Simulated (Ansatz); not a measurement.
Space group Im-3m (No. 229). a = 5.013 Å, b = 5.013 Å, c = 5.013 Å, α = 90.00°, β = 90.00°, γ = 90.00°
| atom | site | symmetry | x | y | z |
| --- | --- | --- | --- | --- | --- |
| Ba | 2a | m-3m | 0.0000 | 0.0000 | 0.0000 |

Equation of state of this Ba structure (not necessarily the ground state), with shape and atoms relaxed at each volume where symmetry leaves them free. It has no gap at any of these volumes. Level of theory: Ansatz, DFT PBE, scalar-relativistic, plane waves, PAW.

Cutoff 420 eV; k points 12×12×12 on the computed 1-atom cell (Γ-centred); Gaussian smearing, width 0.10 eV; no spin polarisation.

| V (Å³/atom) | E − E(largest V) (meV/atom) | P (GPa) |
| --- | --- | --- |
| 59.209 | 2.76 | 0.61 |
| 61.099 | -2.59 | 0.31 |
| 62.989 | -4.63 | 0.04 |
| 64.878 | -3.69 | -0.21 |
| 66.768 | 0.00 | -0.43 |

Question: Fit a third-order Birch–Murnaghan equation to E(V).

Answer: V0 = 63.31 Å³/atom, B0 = 8 GPa, B0' = 2.1.

Spin-orbit coupling is left out, which matters for the bands of heavy elements.